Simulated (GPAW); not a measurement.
# CsSnI3 (Pm-3m) in GPAW: dielectric tensor with PBE

Aim: the dielectric tensor of CsSnI3 with PBE.

Program: GPAW 26.7.0. These are calculated values, not measurements. Logs are shortened: lines on timing, memory, paths and dates and some standing lists are left out, and cuts for length are marked. The log counts tension as positive stress, the text compression.

## (1) The crystal as given

The structure is cubic, space group Pm-3m (No. 221). The conventional cell has a = 6.206 Å, b = 6.206 Å, c = 6.206 Å, α = 90.00°, β = 90.00°, γ = 90.00°. Around Cs (site symmetry m-3m) lie 12 I at 4.39 Å. Around I (site symmetry 4/mmm) lie 2 Sn at 3.10 Å. Around Sn (site symmetry m-3m) lie 6 I at 3.10 Å.

## (2) Dielectric tensor, PBE

run.py reads:

```python
import numpy as np
from ase import Atoms
from ase.dft.bandgap import bandgap
from ase.io import write
from gpaw import GPAW, PW
from gpaw.response.df import DielectricFunction

atoms = Atoms(['Cs', 'I', 'I', 'I', 'Sn'],
              cell=[[6.2057, 0.0, 0.0],
                    [0.0, 6.2057, 0.0],
                    [0.0, 0.0, 6.2057]],
              scaled_positions=[[0.0, 0.0, 0.0],
                                [0.5, 0.5, 0.0],
                                [0.5, 0.0, 0.5],
                                [0.0, 0.5, 0.5],
                                [0.5, 0.5, 0.5]],
              pbc=True)

calc = GPAW(mode=PW(450),
            xc='PBE',
            kpts={'size': (4, 4, 4), 'gamma': True},
            occupations={'name': 'fermi-dirac', 'width': 0.001},
            nbands=37,
            convergence={'density': 1e-06},
            maxiter=150,
            txt='gpaw.txt')
atoms.calc = calc
energy = atoms.get_potential_energy()
calc.write('gs.gpw')
write('result.traj', atoms)
print(f'Energy: {energy:.6f} eV')
print('Fermi level:', round(calc.get_fermi_level(), 4), 'eV')
print(f'Gap: {bandgap(calc)[0]:.4f} eV, direct: {bandgap(calc, direct=True)[0]:.4f} eV')

for size in [(6, 6, 6), (9, 9, 9)]:
    name = 'x'.join(str(n) for n in size)
    dense = calc.fixed_density(kpts={'size': size, 'gamma': True},
                               nbands=68, convergence={'bands': 62, 'eigenstates': 1e-7},
                               update_fermi_level=True, txt=f'dense-{name}.txt')
    dense.write(f'{name}.gpw', mode='all')
    df = DielectricFunction(f'{name}.gpw', frequencies=np.array([0.0]), hilbert=False, eta=0.001,
                            ecut=80, nbands=62, intraband=False, txt=f'df-{name}.txt')
    for xc in ['RPA', 'LR0.3', 'Bootstrap']:
        for direction in ['x', 'y', 'z', [0, 1, 1], [1, 0, 1], [1, 1, 0]]:
            e0, e = df.get_macroscopic_dielectric_constant(xc=xc, direction=direction)
            print(f'{name} {xc} {direction}: {e0:.4f} without, {e:.4f} with local fields')
```

Potentials or basis: GPAW PAW data sets (gpaw-data 1.2.1), pw.

Command:

```sh
$ OMP_NUM_THREADS=1 python run.py
```

gpaw.txt:

```text
__  _  _
 | _ |_)|_||  |
 |__||  | ||/\| - 26.7.0

Input parameters:
  mode=PW(ecut=450.00000000000006),
  convergence={'density': 1e-06},
  kpts=MonkhorstPack(size=(4, 4, 4), gamma=True),
  maxiter=150,
  nbands=37,
  occupations=Occupations(name='fermi-dirac', width=0.001),
  xc=XC(name='PBE')

Diagonalizing LCAO Hamiltonian
Converting LCAO to pw mode
     .--------------.
    /|              |
   / |              |
  /  |              |
 *   |              |
 |   |              |
 | I |     Sn       |
 |   |              |
 |   .---I----------.
 |  /              /
 | /       I      /
 |/              /
 Cs-------------*

Atoms  # Å, Bohr magnetons
|   | symbol |        x |        y |        z |    initial magnetic moments |
|---|--------|----------|----------|----------|-----------------------------|
| 0 |     Cs | 0.000000 | 0.000000 | 0.000000 | ( 0.0000,  0.0000,  0.0000) |
| 1 |      I | 3.102850 | 3.102850 | 0.000000 | ( 0.0000,  0.0000,  0.0000) |
| 2 |      I | 3.102850 | 0.000000 | 3.102850 | ( 0.0000,  0.0000,  0.0000) |
| 3 |      I | 0.000000 | 3.102850 | 3.102850 | ( 0.0000,  0.0000,  0.0000) |
| 4 |     Sn | 3.102850 | 3.102850 | 3.102850 | ( 0.0000,  0.0000,  0.0000) |

Unit cell  # Å
| periodic |        x |        y |        z |  lengths |    angles |
|----------|----------|----------|----------|----------|-----------|
|      yes | 6.205700 | 0.000000 | 0.000000 | 6.205700 | 90.000000 |
|      yes | 0.000000 | 6.205700 | 0.000000 | 6.205700 | 90.000000 |
|      yes | 0.000000 | 0.000000 | 6.205700 | 6.205700 | 90.000000 |

Number of symmetries: 48
Symmetry operations  # r_c * U_cc + t_c -> r_c
|    | kind |            matrix            |
|----|------|------------------------------|
|  0 |  E   |  1, 0, 0,  0, 1, 0,  0, 0, 1 |
|  1 |  σ   |  1, 0, 0,  0, 1, 0,  0, 0,-1 |
|  2 |  σ   |  1, 0, 0,  0, 0, 1,  0, 1, 0 |
|  3 |  C4  |  1, 0, 0,  0, 0, 1,  0,-1, 0 |
|  4 |  C4  |  1, 0, 0,  0, 0,-1,  0, 1, 0 |
|  5 |  σ   |  1, 0, 0,  0, 0,-1,  0,-1, 0 |
|  6 |  σ   |  1, 0, 0,  0,-1, 0,  0, 0, 1 |
|  7 |  C2  |  1, 0, 0,  0,-1, 0,  0, 0,-1 |
|  8 |  σ   |  0, 1, 0,  1, 0, 0,  0, 0, 1 |
|  9 |  C2  |  0, 1, 0,  1, 0, 0,  0, 0,-1 |
| 10 |  C3  |  0, 1, 0,  0, 0, 1,  1, 0, 0 |
| 11 |  S6  |  0, 1, 0,  0, 0, 1, -1, 0, 0 |
| 12 |  S6  |  0, 1, 0,  0, 0,-1,  1, 0, 0 |
| 13 |  C3  |  0, 1, 0,  0, 0,-1, -1, 0, 0 |
| 14 |  C4  |  0, 1, 0, -1, 0, 0,  0, 0, 1 |
| 15 |  S4  |  0, 1, 0, -1, 0, 0,  0, 0,-1 |
| 16 |  C3  |  0, 0, 1,  1, 0, 0,  0, 1, 0 |
| 17 |  S6  |  0, 0, 1,  1, 0, 0,  0,-1, 0 |
| 18 |  σ   |  0, 0, 1,  0, 1, 0,  1, 0, 0 |
| 19 |  C4  |  0, 0, 1,  0, 1, 0, -1, 0, 0 |
| 20 |  C2  |  0, 0, 1,  0,-1, 0,  1, 0, 0 |
| 21 |  S4  |  0, 0, 1,  0,-1, 0, -1, 0, 0 |
| 22 |  S6  |  0, 0, 1, -1, 0, 0,  0, 1, 0 |
| 23 |  C3  |  0, 0, 1, -1, 0, 0,  0,-1, 0 |
| 24 |  S6  |  0, 0,-1,  1, 0, 0,  0, 1, 0 |
| 25 |  C3  |  0, 0,-1,  1, 0, 0,  0,-1, 0 |
| 26 |  C4  |  0, 0,-1,  0, 1, 0,  1, 0, 0 |
| 27 |  σ   |  0, 0,-1,  0, 1, 0, -1, 0, 0 |
| 28 |  S4  |  0, 0,-1,  0,-1, 0,  1, 0, 0 |
| 29 |  C2  |  0, 0,-1,  0,-1, 0, -1, 0, 0 |
| 30 |  C3  |  0, 0,-1, -1, 0, 0,  0, 1, 0 |
| 31 |  S6  |  0, 0,-1, -1, 0, 0,  0,-1, 0 |
| 32 |  C4  |  0,-1, 0,  1, 0, 0,  0, 0, 1 |
| 33 |  S4  |  0,-1, 0,  1, 0, 0,  0, 0,-1 |
| 34 |  S6  |  0,-1, 0,  0, 0, 1,  1, 0, 0 |
| 35 |  C3  |  0,-1, 0,  0, 0, 1, -1, 0, 0 |
| 36 |  C3  |  0,-1, 0,  0, 0,-1,  1, 0, 0 |
| 37 |  S6  |  0,-1, 0,  0, 0,-1, -1, 0, 0 |
| 38 |  σ   |  0,-1, 0, -1, 0, 0,  0, 0, 1 |
| 39 |  C2  |  0,-1, 0, -1, 0, 0,  0, 0,-1 |
| 40 |  σ   | -1, 0, 0,  0, 1, 0,  0, 0, 1 |
| 41 |  C2  | -1, 0, 0,  0, 1, 0,  0, 0,-1 |
| 42 |  C2  | -1, 0, 0,  0, 0, 1,  0, 1, 0 |
| 43 |  S4  | -1, 0, 0,  0, 0, 1,  0,-1, 0 |
| 44 |  S4  | -1, 0, 0,  0, 0,-1,  0, 1, 0 |
| 45 |  C2  | -1, 0, 0,  0, 0,-1,  0,-1, 0 |
| 46 |  C2  | -1, 0, 0,  0,-1, 0,  0, 0, 1 |
| 47 |  i   | -1, 0, 0,  0,-1, 0,  0, 0,-1 |

BZ-sampling:
  Number of BZ points: 64
  Number of IBZ points: 10

  Monkhorst-Pack size: [4, 4, 4]
  Monkhorst-Pack shift: [0.125, 0.125, 0.125]

K-points  # in reciprocal-cell coordinates
|   |                                coordinates |     weight |
|---|--------------------------------------------|------------|
| 0 | (  0.00000000,   0.00000000,   0.00000000) | 0.01562500 |
| 1 | (  0.25000000,   0.00000000,   0.00000000) | 0.09375000 |
| 2 | (  0.25000000,   0.25000000,   0.00000000) | 0.18750000 |
| 3 | (  0.25000000,   0.25000000,   0.25000000) | 0.12500000 |
| 4 | (  0.50000000,   0.00000000,   0.00000000) | 0.04687500 |
| 5 | (  0.50000000,   0.25000000,   0.00000000) | 0.18750000 |
| 6 | (  0.50000000,   0.25000000,   0.25000000) | 0.18750000 |
| 7 | (  0.50000000,   0.50000000,   0.00000000) | 0.04687500 |
| 8 | (  0.50000000,   0.50000000,   0.25000000) | 0.09375000 |
| 9 | (  0.50000000,   0.50000000,   0.50000000) | 0.01562500 |

Plane wave coefficients: 5232
Cutoff: 450.00000000000006 eV

Spin-components: 1 (collinear spins)
Bands:           37
Projectors:      26
Spin-degeneracy: 2
Datatype:        complex128

Parallelization:
  kpt:    1
  domain: 1
  band:   1

Density:
  Valence electrons: 44.0
  Components: 1
  Grid points: [32 32 32]
  Charge: 0.0  # |e|

Potential:
  Grid points: [32 32 32]

species:
  Cs:
    name:    Caesium
    Z:       55.0
    valence: 9
    core:    46
    charge:  0.0  # [|e|]
    compensation charges:
      type: gauss
      rc: 0.33  # [Å]
      lmax: 2
    cutoffs:
      filter: 2.06  # [Å]
      core: 2.51  # [Å]
    projectors
    | kind |    occ | energy [eV] | rcut [Å] |
    |------|--------|-------------|----------|
    |   5s |  2.000 |     -26.706 |    1.164 |
    |   6s |  1.000 |      -2.085 |    1.164 |
    |   5p |  6.000 |     -13.523 |    1.058 |
    |    p |        |      13.688 |    1.058 |
    |    d |        |       0.000 |    1.058 |

    Using partial waves for Cs as LCAO basis

  I:
    name:    Iodine
    Z:       53.0
    valence: 7
    core:    46
    charge:  0.0  # [|e|]
    compensation charges:
      type: gauss
      rc: 0.37  # [Å]
      lmax: 2
    cutoffs:
      filter: 2.06  # [Å]
      core: 2.90  # [Å]
    projectors
    | kind |    occ | energy [eV] | rcut [Å] |
    |------|--------|-------------|----------|
    |   5s |  2.000 |     -17.382 |    1.164 |
    |   5p |  5.000 |      -7.088 |    1.164 |
    |    s |        |       9.829 |    1.164 |
    |    p |        |      20.123 |    1.164 |
    |    d |        |       0.000 |    1.164 |

    Using partial waves for I as LCAO basis

  Sn:
    name:    Tin
    Z:       50.0
    valence: 14
    core:    36
    charge:  0.0  # [|e|]
    compensation charges:
      type: gauss
      rc: 0.38  # [Å]
      lmax: 2
    cutoffs:
      filter: 2.23  # [Å]
      core: 2.35  # [Å]
    projectors
    | kind |    occ | energy [eV] | rcut [Å] |
    |------|--------|-------------|----------|
    |   5s |  2.000 |     -10.538 |    1.201 |
    |   5p |  2.000 |      -3.696 |    1.270 |
    |   4d | 10.000 |     -25.845 |    1.185 |
    |    s |        |      16.674 |    1.201 |
    |    p |        |      23.515 |    1.270 |
    |    d |        |       1.367 |    1.185 |

    Using partial waves for Sn as LCAO basis

Reference energy: -960433.156792  # eV

eigensolver:
  PPCG
  Converge bands: occupied
  niter=2

density mixing:
  MSR1-Mixer
  Pratt-step length: 0.05
  Maximum mixing coefficient: 0.75
  Old densities: 10
  SVD Regularization: 0.005
  Good broyden scale: 1.0
  Trust region scale: 1.0
  Backstep threshold: 4.0
  History deletion threshold: 6.0
  Fourier metric: weight=20.0, sigma=0.015

occupation numbers:
  Fermi-Dirac:
    width: 0.0010  # eV

poisson solver:
  ecut: 3600.0000000000005  # eV

xc functional:
  name: PBE with 2 nearest neighbor stencil

convergence criteria:
- Maximum integral of absolute [dens]ity change: 1e-06 electrons / valence electron
- Maximum [total energy] change in last 3 cyles: 0.0005 eV / valence electron
- Maximum integral of absolute [eigenst]ate change: 4e-08 eV^2 / valence electron
maximum number of iterations: 150

SCF iterations
|iter     | |      energy | eigst |  dens |
|---------|-|-------------|-------|-------|
|iter:   1| |  -14.294312 | -0.23 |       |
|iter:   2| |  -14.277436 | -2.15 | -1.37 |
|iter:   3| |  -14.042998 | -2.37 | -1.41 |
|iter:   4| |  -14.033284 | -3.54 | -1.87 |
|iter:   5| |  -14.033849c| -4.35 | -2.37 |
|iter:   6| |  -14.033954c| -5.44 | -3.06 |
|iter:   7| |  -14.033964c| -6.64 | -3.71 |
|iter:   8| |  -14.033965c| -7.35 | -4.14 |
|iter:   9| |  -14.033965c| -7.83c| -5.06 |
|iter:  10| |  -14.033965c| -8.34c| -5.61 |
|iter:  11| |  -14.033965c| -8.89c| -6.22c|

Converged in 11 steps
Energy contributions relative to reference atoms: (reference = -960433.156792)

Energy contributions:
  Kinetic:          25.955414
  Coulomb:         -25.789307
  Zero:             -0.067326
  External:          0.000000
  Xc:              -14.132746
  Entropy:          -0.000000
  Spinorbit:         0.000000
  ----------------------------
  Free energy:     -14.033965
  Extrapolated:    -14.033965

dipole moment: (-65.277034, -65.277034, -65.277034)  # |e|*Ang

Fermi level: 3.688
Eigenvalues  # (at kpt = [0.000, 0.000, 0.000])
| band index |      eig [eV] | occ [0-2] |
|------------|---------------|-----------|
|          0 |       -18.820 |     2.000 |
|        ... |               |           |
|         14 |        -1.260 |     2.000 |
|         15 |        -1.260 |     2.000 |
|         16 |         1.132 |     2.000 |
|         17 |         1.132 |     2.000 |
|         18 |         1.132 |     2.000 |
|         19 |         1.289 |     2.000 |
[... 8 lines left out ...]
|         28 |         8.179 |     0.000 |
|         29 |         8.179 |     0.000 |
|        ... |               |           |
|         36 |        11.839 |     0.000 |

Gap: 0.285 eV
Transition (v -> c):
  (s=0, k=9, n=21, [0.50, 0.50, 0.50]) -> (s=0, k=9, n=22, [0.50, 0.50, 0.50])
No difference between direct/indirect transitions
# Writing to gs.gpw (mode='')
```

It took 4.3 min on 1 thread of Intel Xeon 6975P-C (Granite Rapids), shared host; peak memory 0.88 GiB.

What came out:

```
Free energy                             : -14.0340 eV
Band gap on the k mesh                  : 0.28 eV, direct
Electronic dielectric tensor (diagonal) : 7.32
```

Electronic dielectric tensor:
```
7.32 0.00 0.00
0.00 7.32 0.00
0.00 0.00 7.32
```

Caveat: the dielectric constant isn't converged in the k mesh; the gap is small at this level, which inflates the dielectric constant; the long-wavelength limit can be off by a per cent or two; spin-orbit coupling is left out, which moves the levels of the heavy elements; an odd mesh through Γ misses points on the zone boundary, where band edges often lie; the cell was measured hot, at 500 K.
